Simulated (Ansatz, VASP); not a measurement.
# One calculation of Te2Mo, two programs

```
Te Mo
1.0
     3.49640    0.00000    0.00000
    -1.74820    3.02797    0.00000
     0.00000    0.00000   13.70084
Te Mo
4 2
Direct
  0.33333 0.66667 0.61734
  0.66667 0.33333 0.11734
  0.33333 0.66667 0.88266
  0.66667 0.33333 0.38266
  0.33333 0.66667 0.25000
  0.66667 0.33333 0.75000
```

Alike in both runs: functional PBE; dispersion D3(BJ); k mesh 12 × 12 × 2; occupations gaussian, width 0.02 eV; no spin polarisation.

Ansatz relaxed the structure, and its values are those at the end. VASP's run is a single point on that final structure, the one shown.

|  | VASP | Ansatz |
| --- | --- | --- |
| version | VASP 6.6.1 | Ansatz 0.2.0 |
| potentials or method | VASP PAW PBE potentials, release 64 (Te, Mo_sv) | scalar-relativistic, plane waves, PAW |
| plane-wave cutoff (eV) | 520 | 420 |
| valence electrons in the cell | 52 | 92 |

|  | VASP | Ansatz | Ansatz less VASP |
| --- | --- | --- | --- |
| gap on the k mesh at the Fermi level (eV) | 0.65 | 0.65 | +0.006 |
| least direct gap on the mesh (eV) | 1.04 | 1.03 | -0.007 |
| pressure (GPa) | 0.0 | 0.0 | 0.00 |
| rms of the force components (eV/Å) | 0.005 | 0.002 | -0.0025 |

The two sets of potentials don't hold the same shells in valence. Ansatz warned: «relaxed_geometry_near_dispersion_switch».

Caveats: spin-orbit coupling is left out, which moves the levels of the heavy elements. A k mesh can miss the band edges.
